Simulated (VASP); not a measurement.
Wanted: the native input for a VASP 6.6.1 run.

```yaml
Task: band structure
Functional: revTPSS
Potentials_or_basis: VASP PAW PBE potentials, release 64 (N, B)
Cutoff: 520 eV
k_mesh: 12 × 12 × 12
Occupations: fermi-dirac, width 0.05 eV
Spin: no spin polarisation
Further_INCAR_settings: ALGO = Normal; EDIFF = 1e-06
```

The structure of BN lies in POSCAR:

```
BN
1.0
    1.2511217832      0.7223354983      3.3729344033
   -1.2511217832      0.7223354983      3.3729344033
    0.0000000000     -1.4446709966      3.3729344033
N B
1 1
Direct
    0.6672382000      0.6672382000      0.6672382000
    0.0003288000      0.0003288000      0.0003288000
```

The cell is a database's computed one.

One way to write it, as run:

INCAR

```
PREC     = Accurate       # precision mode
ENCUT    = 520            # plane-wave cutoff, eV
EDIFF    = 1E-6           # SCF threshold, eV
ISMEAR   = -1             # smearing method
SIGMA    = 0.05           # smearing width, eV
LREAL    = False          # projectors in reciprocal space
LASPH    = True           # aspherical terms in the spheres
NELM     = 80             # most SCF steps
ALGO     = Normal         # electronic algorithm
ISIF     = 2              # what is computed and relaxed
LWAVE    = False          # write WAVECAR
LCHARG   = False          # write CHGCAR
METAGGA  = RTPSS          # meta-GGA
LMIXTAU  = True
```

KPOINTS

```
regular mesh
0
Gamma
  12 12 12
```

KPOINTS_OPT

```
path GLB1,BZGX,QFP1Z,LP
20
line-mode
reciprocal
 0.0000000000  0.0000000000  0.0000000000  G
 0.5000000000  0.0000000000  0.0000000000  L

 0.5000000000  0.0000000000  0.0000000000  L
 0.5000000000  0.1972419765 -0.1972419765  B1

 0.8027580235  0.5000000000  0.1972419765  B
 0.5000000000  0.5000000000  0.5000000000  Z

 0.5000000000  0.5000000000  0.5000000000  Z
 0.0000000000  0.0000000000  0.0000000000  G

 0.0000000000  0.0000000000  0.0000000000  G
 0.3486209883  0.0000000000 -0.3486209883  X

 0.6513790117  0.3486209883  0.0000000000  Q
 0.5000000000  0.5000000000  0.0000000000  F

 0.5000000000  0.5000000000  0.0000000000  F
 0.6513790117  0.6513790117  0.1972419765  P1

 0.6513790117  0.6513790117  0.1972419765  P1
 0.5000000000  0.5000000000  0.5000000000  Z

 0.5000000000  0.0000000000  0.0000000000  L
 0.8027580235  0.3486209883  0.3486209883  P
```

Potentials or basis: VASP PAW PBE potentials, release 64 (N, B).

Command:

```bash
$ cat potpaw_PBE.64/N/POTCAR potpaw_PBE.64/B/POTCAR > POTCAR
$ mpirun -np 1 vasp_std > vasp.out
```

Results of the run:

```
Pressure                : 2.9 GPa
Largest force           : 0.008 eV/Å
Band gap on the k mesh  : 4.41 eV, indirect (least direct gap 4.88 eV)
Band gap along the path : 4.35 eV, indirect (least direct gap 4.88 eV)
```

Caveat: the PAW data sets were made with another functional, which shifts forces and pressure a little.

Run time: 3.5 min on 1 thread of Intel(R) Xeon(R) 6975P-C (Granite Rapids) (shared host), peak memory 0.19 GiB.
